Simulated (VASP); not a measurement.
# Ag: single point with LDA

The system is Ag.

```xyz
2
Lattice="2.8161 0.0000 0.0000 -1.4080 2.4388 0.0000 0.0000 0.0000 4.6632" Properties=species:S:1:pos:R:3 pbc="T T T"
Ag    0.0000    1.6259    1.1658
Ag    1.4080    0.8129    3.4974
```

This isn't the form of Ag at room conditions, which is fcc.

The cell isn't the ideal one: cell and atoms relaxed from 1.0 times the given volume.

```
Program             : VASP 6.6.1
Task                : single point
Functional          : LDA
Potentials or basis : VASP PAW LDA potentials, release 64 (Ag)
Cutoff              : 520 eV
k mesh              : 13 × 13 × 7
Occupations         : fermi-dirac, width 0.05 eV
Spin                : no spin polarisation
```

```yaml
Pressure: 0.1 GPa
Band_gap_on_the_k_mesh: none (metal or under the smearing width)
```

Levels at points of the mesh, in eV from the Fermi level:
```tsv
k point	band 8	band 9	band 10	band 11	band 12	band 13	band 14	band 15
(0.00, 0.00, 0.00)	-4.18	-4.18	-3.09	-3.09	-0.71	3.74	15.95	17.54
```

Wall time 14 s on 1 thread of Intel(R) Xeon(R) Platinum 8559C (Emerald Rapids), with other jobs on the host, peak memory 0.16 GiB.
